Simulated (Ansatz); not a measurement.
## Lattice dynamics at Γ of HfO2 (rutile)

Perturbation theory with PBEsol in the PAW code Ansatz on the PBEsol cell, ground state and force constants on a 4×4×6 mesh. These are computed values for a spin-unpolarised cell that may be hypothetical; none is a measurement.

The symmetry is P4_2/mnm (No. 136, tetragonal); a = 4.830 Å, c = 3.210 Å in the conventional setting, 12.48 Å³ an atom. Hf has 6 O at 2.08–2.09 Å; O has 3 Hf at 2.08–2.09 Å.

```
CELL_PARAMETERS angstrom
4.83028 0.00000 0.00000
0.00000 4.83028 0.00000
0.00000 0.00000 3.20969
ATOMIC_POSITIONS crystal
Hf 0.00000 0.00000 0.00000
Hf 0.50000 0.50000 0.50000
O 0.30503 0.30503 0.00000
O 0.19497 0.80503 0.50000
O 0.80503 0.19497 0.50000
O 0.69497 0.69497 0.00000
```

Optical modes without the longitudinal term:
```
ω (cm⁻¹)  degeneracy  IR intensity, summed over the level ((D/Å)²/amu)
      92           1                                              0.00
     120           1                                              0.00
     203           2                                             44.69
     214           2                                              8.95
     270           1                                             66.59
     381           1                                              0.00
     410           1                                              0.00
     454           2                                             64.82
     480           2                                              0.00
     625           1                                              0.00
     787           1                                              0.00
```

All optical modes at Γ are real, from 92 to 787 cm⁻¹ without the longitudinal term; this says nothing of other wave vectors. The long-range field leaves the highest mode where it is. The program warns that the force constants, and all that is formed from them, aren't settled on this k mesh. Of the real levels 4 are infrared active, the strongest at 270 cm⁻¹.

ε∞: 4.59 along x and y, 5.19 along z. With the ions relaxed, ε⁰ is 27.4 along x and y, 31.2 along z. Born charges, averaged over directions: Hf +5.65, O -2.82 e.

For comparison, on the r2SCAN cell the mean ε∞ is 4.37 with r2SCAN (ground state on 4×4×6; least gap 4.53 eV), 4.70 with PBE (ground state on 4×4×6; least gap 3.98 eV).

Spin-orbit coupling is left out, which matters wherever the heavy atoms make up the band edges.
